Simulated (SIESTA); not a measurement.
## Os: relaxation of cell and atoms with PBEsol

Os:

```
Os
1.0
     2.73410    0.00000    0.00000
    -1.36705    2.36780    0.00000
     0.00000    0.00000    4.31970
Os
2
Direct
  0.66667 0.33333 0.75000
  0.33333 0.66667 0.25000
```

```
Program             : SIESTA 5.4.2
Task                : relaxation of cell and atoms
Functional          : PBEsol
Potentials or basis : PseudoDojo 0.4 standard (PBEsol files)
Basis               : DZP (energy shift 0.003 Ry; two zetas on semicore shells)
Grid cutoff         : 800 Ry
Energy shift        : 0.003 Ry
k mesh              : 8 × 8 × 4
Occupations         : fermi-dirac, width 0.05 eV
Spin                : no spin polarisation
Target pressure     : 5 GPa
optimiser           : Broyden
force tolerance     : 0.02 eV/Å
```

- Relaxed volume: 13.88 Å³/atom
- Relaxed cell: a = 2.727 Å, b = 2.727 Å, c = 4.311 Å, α = 90.00°, β = 90.00°, γ = 120.00°
- Space group after relaxing (to 0.05 Å): P6_3/mmc (No. 194)
- Energy change on relaxing (the enthalpy is what falls): +2.2 meV/atom
- Ionic steps: 7
- Pressure after relaxing: 5.0 GPa
- Band gap on the k mesh: none (metal or under the smearing width)

The path:
| step | energy change (eV) | largest force (eV/Å) | pressure (GPa) | volume (Å³) |
| --- | --- | --- | --- | --- |
| 1 | 0.0000 | 0.0000 | 1.78 | 27.96 |
| 2 | 0.0005 | 0.0000 | 2.42 | 27.93 |
| 3 | 0.0038 | 0.0000 | 4.73 | 27.77 |
| 4 | 0.0054 | 0.0000 | 5.57 | 27.72 |
| 5 | 0.0065 | 0.0000 | 6.10 | 27.69 |
| 6 | 0.0046 | 0.0000 | 5.12 | 27.75 |
| 7 | 0.0043 | 0.0000 | 4.97 | 27.76 |

Final structure:
```cif
data_structure
_symmetry_space_group_name_H-M 'P 1'
_symmetry_Int_Tables_number 1
_cell_length_a 2.7268
_cell_length_b 2.7268
_cell_length_c 4.3106
_cell_angle_alpha 90.000
_cell_angle_beta 90.000
_cell_angle_gamma 120.000
_cell_volume 27.76
loop_
_atom_site_label
_atom_site_type_symbol
_atom_site_fract_x
_atom_site_fract_y
_atom_site_fract_z
_atom_site_occupancy
Os1 Os 0.66667 0.33333 0.75000 1
Os2 Os 0.33333 0.66667 0.25000 1
```

Run time: 6.5 min on 1 thread of Intel(R) Xeon(R) Platinum 8259CL CPU @ 2.50GHz (Skylake/Cascade Lake) (shared host), peak memory 0.34 GiB.

Caveat: the k mesh is coarse (spacing up to 0.36 Å⁻¹), so the values aren't converged; short orbitals over semicore shells can move pressures by several GPa; the basis of atomic orbitals isn't converged, which shifts pressures, moduli and gaps. Spin-orbit coupling is left out, which matters for the levels of Os.
